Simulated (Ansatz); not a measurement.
An element in the fcc structure gives these cold pressures by all-electron LAPW under PBE (Ansatz 0.2.0, scalar-relativistic, spin-polarised).

```csv
V (Å³/atom),P (GPa)
41.48,0.07
36.50,2.50
32.35,5.88
28.21,11.22
24.06,19.91
20.74,31.5
17.84,50.0
```

(1) Which element is it?

Answers

(1) Eu. Its zero-pressure volume in this structure is near 41.5 Å³/atom; the volume and the steepness of P(V) together point to it, though neighbours can come close. This is the case that was computed; others weren't tested.
